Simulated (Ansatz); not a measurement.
Space group Im-3m (No. 229). a = 2.797 Å, b = 2.797 Å, c = 2.797 Å, α = 90.00°, β = 90.00°, γ = 90.00°
| atom | site | symmetry | x | y | z |
| --- | --- | --- | --- | --- | --- |
| Mn | 2a | m-3m | 0.0000 | 0.0000 | 0.0000 |

Equation of state of this Mn structure (not necessarily the ground state), with shape and atoms relaxed at each volume where symmetry leaves them free. It has no gap at any of these volumes. Method: Ansatz 0.2.0, DFT PBE, scalar-relativistic, plane waves, PAW.

Cutoff 420 eV; k points 20×20×20 on the computed 1-atom cell (Γ-centred); Gaussian smearing, width 0.10 eV; collinear spin.

```
V (Å³/atom) E − E(largest V) (meV/atom) P (GPa)
      9.624                        69.93    40.40
      9.952                         2.03    26.66
     10.280                       -40.86    15.34
     10.608                       -63.45     8.02
     10.936                       -71.46     0.02
     11.264                       -64.16    -6.79
     11.592                       -43.96   -12.61
     12.030                         0.00   -19.10
```

**Question.** Does one Birch–Murnaghan curve describe these points?

**Answer.** Not well: the fit leaves 0.55 meV/atom rms, which suggests a change of structure or state along the series.

This bcc form isn't the element's structure at ambient conditions.

Cost: 8 runs of about 1.5 core-minutes in all, on Arm Neoverse V2 (shared hosts).